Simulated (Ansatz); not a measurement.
## Sb: computed properties

Level of theory: DFT PBE+D3(BJ), scalar-relativistic, plane waves, PAW (Ansatz 0.2.0).

Settings: cutoff 420 eV, Γ-centred mesh 10×10×8 on the computed 4-atom cell, Gaussian smearing of 0.10 eV; no spin polarisation.

The structure is relaxed at this level of theory with its symmetry kept. This form isn't the element's structure at ambient conditions.

```cif
data_structure
_symmetry_space_group_name_H-M 'P 1'
_symmetry_Int_Tables_number 1
_cell_length_a 4.3564
_cell_length_b 4.3602
_cell_length_c 6.3420
_cell_angle_alpha 90.000
_cell_angle_beta 109.792
_cell_angle_gamma 90.000
_cell_volume 113.35
loop_
_atom_site_label
_atom_site_type_symbol
_atom_site_fract_x
_atom_site_fract_y
_atom_site_fract_z
_atom_site_occupancy
Sb1 Sb 0.63039 0.75000 0.25779 1
Sb2 Sb 0.13021 0.25000 0.25750 1
Sb3 Sb 0.86979 0.75000 0.74250 1
Sb4 Sb 0.36961 0.25000 0.74221 1
```

(1) Density of states at the Fermi level?

(2) Löwdin character within 0.5 eV of the Fermi level?

(3) Bulk modulus?

(4) Its pressure derivative?

(5) Bader charges (e)?

Spin-orbit coupling is left out, which matters for the bands of heavy elements.

Results:

(1) 1.48 states/eV per cell.

(2) Sb 5p 86 %, Sb 5s 11 %.

(3) 47 GPa.

(4) 6.1.

(5) Sb (4 in the cell) 0.00.